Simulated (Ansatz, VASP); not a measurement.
**InP: VASP beside Ansatz**

Aim: how closely do two programs agree when they are given the same cell, functional and k mesh? The cell is taken from a series of VASP runs on this material, whose earlier steps may have relaxed, scaled or displaced it; both programs get it as it stands.

Main program and level: Ansatz 0.2.0; plane waves, with VASP 6.6.1 beside it; zone-centre phonons at LDA.

## (1) Set-up

The structure is cubic, space group F-43m (No. 216). The conventional cell has a = 5.829 Å, b = 5.829 Å, c = 5.829 Å, α = 90.00°, β = 90.00°, γ = 90.00°. Nearest to In lie 4 P at 2.52 Å. Nearest to P lie 4 In at 2.52 Å. Farther neighbours are not listed.

Coordinates:

```cif
data_structure
_symmetry_space_group_name_H-M 'F-43m'
_symmetry_Int_Tables_number 216
_cell_length_a 5.8286
_cell_length_b 5.8286
_cell_length_c 5.8286
_cell_angle_alpha 90.000
_cell_angle_beta 90.000
_cell_angle_gamma 90.000
_cell_volume 198.01
loop_
_atom_site_label
_atom_site_type_symbol
_atom_site_symmetry_multiplicity
_atom_site_Wyckoff_symbol
_atom_site_fract_x
_atom_site_fract_y
_atom_site_fract_z
_atom_site_occupancy
In1 In 4 a 0.00000 0.00000 0.00000 1
P1 P 4 c 0.25000 0.25000 0.25000 1
```

## (2) VASP: zone-centre phonons, LDA

Second derivatives magnify differences that forces hide, and they need a tight electronic threshold.

Lines of VASP's logs that name or quote its potential files are left out, and so is its time.

INCAR reads:

```
SYSTEM = InP
PREC = Accurate
ENCUT = 450
EDIFF = 1E-08
NELM = 100
ISMEAR = 0
SIGMA = 0.03
LREAL = .FALSE.
ALGO = Normal
GGA = CA
NBANDS = 15
LORBIT = 11
LWAVE = .FALSE.
LCHARG = .FALSE.
KPAR = 8
IBRION = 6
NFREE = 2
POTIM = 0.015
NSW = 1
ISIF = 2
```

POSCAR reads:

```
InP
1.0
    0.0000000000      2.9142891894      2.9142891894
    2.9142891894      0.0000000000      2.9142891894
    2.9142891894      2.9142891894      0.0000000000
In P
1 1
Direct
    0.0000000000      0.0000000000      0.0000000000
    0.7500000000      0.7500000000      0.7500000000
```

KPOINTS reads:

```
Automatic mesh
0
Gamma
10 10 10
0 0 0
```

Potentials, in the order of the species: In_d and P (LDA family, release 64).

Run with:

```
$ mpirun -np 8 vasp_std
```

Numbers of over 12 decimals in the logs are rounded to 6 here.

Log:

```text
[banner, memory and clock lines left out]
running    8 mpi-ranks, on    1 nodes
 distrk:  each k-point on    1 cores,    8 groups
 distr:  one band on    1 cores,    1 groups

 POSCAR found type information on POSCAR InP
 POSCAR found :  2 types and       2 ions
|                                                                             |
|           W    W    AA    RRRRR   N    N  II  N    N   GGGG   !!!           |
|           W    W   A  A   R    R  NN   N  II  NN   N  G    G  !!!           |
|           W    W  A    A  R    R  N N  N  II  N N  N  G       !!!           |
|           W WW W  AAAAAA  RRRRR   N  N N  II  N  N N  G  GGG   !            |
|           WW  WW  A    A  R   R   N   NN  II  N   NN  G    G                |
|           W    W  A    A  R    R  N    N  II  N    N   GGGG   !!!           |
|                                                                             |
|     For optimal performance we recommend to set                             |
|       NCORE = 2 up to number-of-cores-per-socket                            |
|     NCORE specifies how many cores store one orbital (NPAR=cpu/NCORE).      |
|     This setting can greatly improve the performance of VASP for DFT.       |
|     The default, NCORE=1 might be grossly inefficient on modern             |
|     multi-core architectures or massively parallel machines. Do your        |
|     Unfortunately you need to use the default for GW and RPA                |
|     calculations (for HF NCORE is supported but not extensively tested      |
|     yet).                                                                   |
|                                                                             |

 LDA part: xc-table for (Slater(with rela. corr.)+CA(PZ))
 , standard interpolation
 POSCAR, INCAR and KPOINTS ok, starting setup
 FFT: planning ... GRIDC
 FFT: planning ... GRID_SOFT
 FFT: planning ... GRID
 WAVECAR not read
 entering main loop
       N       E                     dE             d eps       ncg     rms          rms(c)
DAV:   1     0.109135037286E+03    0.10914E+03   -0.79130E+03  1424   0.124E+03
DAV:   2    -0.265260563558E+01   -0.11179E+03   -0.10757E+03  1564   0.299E+02
DAV:   3    -0.990975906305E+01   -0.72572E+01   -0.72240E+01  1802   0.783E+01
DAV:   4    -0.101075450874E+02   -0.19779E+00   -0.19773E+00  1793   0.141E+01
DAV:   5    -0.101172249069E+02   -0.96798E-02   -0.96796E-02  2111   0.264E+00    0.597E+00
DAV:   6    -0.972271648823E+01    0.39451E+00   -0.61259E-01  2244   0.137E+01    0.357E+00
DAV:   7    -0.967980420741E+01    0.42912E-01   -0.15270E-01  1996   0.331E+00    0.119E+00
DAV:   8    -0.967457445089E+01    0.52298E-02   -0.13907E-02  1921   0.145E+00    0.399E-01
DAV:   9    -0.967433430372E+01    0.24015E-03   -0.11484E-03  1893   0.412E-01    0.182E-01
DAV:  10    -0.967436459992E+01   -0.30296E-04   -0.15393E-04  2196   0.143E-01    0.115E-01
DAV:  11    -0.967436826632E+01   -0.36664E-05   -0.27462E-05  2185   0.832E-02    0.655E-02
DAV:  12    -0.967436590102E+01    0.23653E-05   -0.51710E-06  1837   0.227E-02    0.125E-02
DAV:  13    -0.967436587187E+01    0.29151E-07   -0.37270E-07  1726   0.352E-03    0.107E-02
DAV:  14    -0.967436584484E+01    0.27028E-07   -0.40375E-08  1830   0.312E-03    0.325E-03
DAV:  15    -0.967436583299E+01    0.11851E-07   -0.36308E-08  1732   0.179E-03    0.801E-04
DAV:  16    -0.967436583306E+01   -0.71168E-10   -0.15734E-09   978   0.264E-04
   1 F= -.96743658E+01 E0= -.96743658E+01  d E =-.917777E-15
[...]
2 F= -.96734342E+01 E0= -.96734342E+01  d E =-.684858E-13
[...]
3 F= -.96734342E+01 E0= -.96734342E+01  d E =-.691714E-13
[...]
4 F= -.96734412E+01 E0= -.96734412E+01  d E =-.694632E-13
 Finite differences progress:
  Degree of freedom:   2/  2
  Displacement:        1/  2
  Total:               3/  4
 bond charge predicted
       N       E                     dE             d eps       ncg     rms          rms(c)
DAV:   1    -0.967173845007E+01    0.17028E-02   -0.25727E-01  5151   0.218E+00    0.249E-01
DAV:   2    -0.967355377997E+01   -0.18153E-02   -0.21126E-02  6823   0.964E-01    0.749E-02
DAV:   3    -0.967345611948E+01    0.97660E-04   -0.40049E-04  6082   0.171E-01    0.334E-02
DAV:   4    -0.967344146731E+01    0.14652E-04   -0.81773E-05  6808   0.788E-02    0.109E-02
DAV:   5    -0.967344129494E+01    0.17237E-06   -0.15433E-05  6138   0.285E-02    0.797E-03
DAV:   6    -0.967344130113E+01   -0.61884E-08   -0.12126E-06  6544   0.102E-02    0.383E-03
DAV:   7    -0.967344123601E+01    0.65120E-07   -0.21854E-07  6603   0.453E-03    0.120E-03
DAV:   8    -0.967344123685E+01   -0.84174E-09   -0.66037E-08  6923   0.155E-03
   5 F= -.96734412E+01 E0= -.96734412E+01  d E =-.693993E-13
 Finite differences progress:
  Degree of freedom:   2/  2
  Displacement:        2/  2
  Total:               4/  4
```

From OUTCAR (step 2):

```text
ion  position               nearest neighbor table
   1  0.000  0.000  0.000-   2 2.52   2 2.52   2 2.52   2 2.52
   2  0.750  0.750  0.750-   1 2.52   1 2.52   1 2.52   1 2.52

  LATTYP: Found a face centered cubic cell.
 ALAT       =     5.8285783788

 Subroutine GETGRP returns: Found 24 space group operations
 (whereof 24 operations were pure point group operations)

The static configuration has the point symmetry T_d .

 Found     47 irreducible k-points:

   k-points           NKPTS =     47   k-points in BZ     NKDIM =     47   number of bands    NBANDS=     15

   dimension x,y,z NGX =    30 NGY =   30 NGZ =   30
   dimension x,y,z NGXF=    60 NGYF=   60 NGZF=   60

   ENCUT  =  450.0 eV  33.07 Ry    5.75 a.u.   7.13  7.13  7.13*2*pi/ulx,y,z

   NELECT =      18.0000    total number of electrons

 k-points in reciprocal lattice and weights: Automatic mesh
   0.00000000  0.00000000  0.00000000       0.001
   0.10000000  0.00000000  0.00000000       0.008
   0.20000000  0.00000000  0.00000000       0.008
   0.30000000  0.00000000  0.00000000       0.008
   0.40000000  0.00000000  0.00000000       0.008
   0.50000000  0.00000000  0.00000000       0.004
   0.10000000  0.10000000  0.00000000       0.006
   0.20000000  0.10000000  0.00000000       0.024
   0.30000000  0.10000000  0.00000000       0.024
[...]
-0.30000000  0.40000000  0.20000000       0.024
  -0.30000000  0.50000000  0.20000000       0.012

 average (electrostatic) potential at core
       1 -95.0715       2 -83.8425

 E-fermi :   5.3536

 k-point     1 :       0.0000    0.0000    0.0000
  band No.  band energies     occupation
    ...
      5      -8.8655      2.00000
      6      -6.4672      2.00000
      7       5.1647      2.00000
      8       5.1942      2.00000
      9       5.2218      2.00000
     10       5.7952      0.00000
     11       9.1397      0.00000
     12       9.1567      0.00000
     13       9.1754      0.00000
     14      13.5571      0.00000
    ...

 k-point     2 :       0.1000    0.0000    0.0000
  band No.  band energies     occupation
    ...
      5      -8.8655      2.00000
      6      -6.3484      2.00000
      7       3.9975      2.00000
      8       5.0341      2.00000
      9       5.0743      2.00000
     10       6.6089      0.00000
     11       9.2164      0.00000
     12       9.3412      0.00000
     13       9.3699      0.00000
     14      14.1337      0.00000
    ...

 k-point     3 :       0.2000    0.0000    0.0000
  band No.  band energies     occupation
    ...
      5      -8.8642      2.00000
      6      -6.0069      2.00000
      7       2.4310      2.00000
      8       4.7394      2.00000
      9       4.7832      2.00000
     10       6.9058      0.00000
     11       9.7099      0.00000
     12       9.7587      0.00000
     13       9.8683      0.00000
     14      13.6960      0.00000
    ...

  Total        0.0013758      0.0040326      0.0040326      0.0000000     -0.1244952      0.0000000
  in kB        0.0445291      0.1305165      0.1305165      0.0000000     -4.0293515      0.0000000
  external PRESSURE =       0.1018541 kB  Pullay stress =       0.0000000 kB

  energy-cutoff  :      450.00
  volume of cell :       49.50
      direct lattice vectors                 reciprocal lattice vectors
     0.000000000  2.914289189  2.914289189    -0.171568423  0.171568423  0.171568423
     2.914289189  0.000000000  2.914289189     0.171568423 -0.171568423  0.171568423
     2.914289189  2.914289189  0.000000000     0.171568423  0.171568423 -0.171568423

 POSITION                                       TOTAL-FORCE (eV/Angst)
 -----------------------------------------------------------------------------------
      0.00000      0.00000      0.00000        -0.123237     -0.000000     -0.000000
      4.35643      4.37143      4.37143         0.123237      0.000000      0.000000
 -----------------------------------------------------------------------------------
    total drift:                               -0.000045     -0.000000     -0.000000

  FREE ENERGIE OF THE ION-ELECTRON SYSTEM (eV)
  ---------------------------------------------------
  free  energy   TOTEN  =        -9.6734412368 eV

  energy  without entropy=       -9.6734412368  energy(sigma->0) =       -9.67344124

 Eigenvectors and eigenvalues of the dynamical matrix
 ----------------------------------------------------

   1 f  =    9.076721 THz    57.030722 2PiTHz  302.766835 cm-1    37.538286 meV
             X         Y         Z           dx          dy          dz
      0.000000  0.000000  0.000000     0.461606    0.000000   -0.000000
      4.371434  4.371434  4.371434    -0.887085    0.000000   -0.000000

   2 f  =    9.076721 THz    57.030722 2PiTHz  302.766835 cm-1    37.538286 meV
             X         Y         Z           dx          dy          dz
      0.000000  0.000000  0.000000     0.000000    0.000000   -0.461606
      4.371434  4.371434  4.371434     0.000000   -0.000000    0.887085

   3 f  =    9.076721 THz    57.030722 2PiTHz  302.766835 cm-1    37.538286 meV
             X         Y         Z           dx          dy          dz
      0.000000  0.000000  0.000000     0.000000   -0.461606    0.000000
      4.371434  4.371434  4.371434     0.000000    0.887085    0.000000

   4 f/i=    0.006980 THz     0.043860 2PiTHz    0.232843 cm-1     0.028869 meV
             X         Y         Z           dx          dy          dz
      0.000000  0.000000  0.000000     0.114984   -0.589819   -0.652543
      4.371434  4.371434  4.371434     0.059833   -0.306920   -0.339559

   5 f/i=    0.006980 THz     0.043860 2PiTHz    0.232843 cm-1     0.028869 meV
             X         Y         Z           dx          dy          dz
      0.000000  0.000000  0.000000     0.858017   -0.069684    0.214176
      4.371434  4.371434  4.371434     0.446480   -0.036261    0.111449

   6 f/i=    0.006980 THz     0.043860 2PiTHz    0.232843 cm-1     0.028869 meV
             X         Y         Z           dx          dy          dz
      0.000000  0.000000  0.000000     0.193664    0.658922   -0.561459
      4.371434  4.371434  4.371434     0.100775    0.342878   -0.292162

 ELASTIC MODULI CONTR FROM IONIC RELAXATION (kBar)
 Direction    XX          YY          ZZ          XY          YZ          ZX
 --------------------------------------------------------------------------------
 XX          -0.0000     -0.0000     -0.0000      0.0000     -0.0000     -0.0000
 YY          -0.0000     -0.0000     -0.0000      0.0000      0.0000      0.0000
 ZZ          -0.0000     -0.0000     -0.0000     -0.0000      0.0000     -0.0000
 XY           0.0000      0.0000     -0.0000   -271.5912      0.0000      0.0000
 YZ          -0.0000      0.0000      0.0000      0.0000   -271.5912      0.0000
 ZX          -0.0000      0.0000     -0.0000      0.0000      0.0000   -271.5912
 --------------------------------------------------------------------------------

 total charge
# of ion       s       p       d       tot
------------------------------------------
    1        0.846   0.803   9.899  11.548
    2        1.034   1.492   0.000   2.526
--------------------------------------------------
tot          1.880   2.294   9.899  14.074

[... 3 further parts left out ...]
```

CONTCAR:

```
InP
   1.00000000000000
     0.0000000000000000    2.9142891893999998    2.9142891893999998
     2.9142891893999998    0.0000000000000000    2.9142891893999998
     2.9142891893999998    2.9142891893999998    0.0000000000000000
  In              P
     1     1
Direct
     0.0000000000000000    0.0000000000000000    0.0000000000000000
     0.7525735263429858    0.7474264736570142    0.7474264736570142
```

(Part 1 of 2 ends here.)

[Lines on the potential files, build, host, timing and source positions are cut from VASP's logs without a mark.]

[Logs are printed without paths, hosts, clocks, repeated set-up lines and the standing remarks that a program may print on its own settings, such as how far it seeks lower states.]

[Hosts, paths, dates, database ids (printed as entryN), source tags and the programs' standing remarks are cut or masked in the printed files.]
